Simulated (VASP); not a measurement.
The system is HfO2.

```
Hf O
1.0
     0.00000    2.50939    2.50939
     2.50939    0.00000    2.50939
     2.50939    2.50939    0.00000
Hf O
1 2
Direct
  0.00000 0.00000 0.00000
  0.75000 0.75000 0.75000
  0.25000 0.25000 0.25000
```

Measurements of this composition are mostly on another form, of space group No. 14.

Base run:

- Program: VASP 6.6.1
- Functional: PBEsol
- Potentials or basis: VASP PAW PBE potentials, release 64 (Hf_pv, O)
- Cutoff: 520 eV
- k mesh: 12 × 12 × 12
- Occupations: gaussian, width 0.02 eV
- Spin: no spin polarisation

Its results: band gap on the k mesh 3.75 eV, direct; pressure 0.3 GPa.

**Question.** The run is repeated on the same cell with these changes: potentials or basis from VASP PAW PBE potentials, release 64 (Hf_pv, O) to VASP PAW PBE potentials, release 64 (Hf_pv, O_h); cutoff from 520 eV to 900 eV; k mesh from 12 × 12 × 12 to 8 × 8 × 8. What comes out?

**Answer.** Band gap on the k mesh 3.75 eV, direct; pressure -0.3 GPa.

Caveats: the PAW data sets were made with another functional, which shifts forces and pressure a little; spin-orbit coupling is left out, which moves the levels of the heavy elements; the cutoff is under 1.25 times the usual one of these potentials, so pressure, stress and relaxed cells hold a basis-set (Pulay) error (some runs).

A k mesh can miss the band edges.

Not every run made on this cell is shown here.
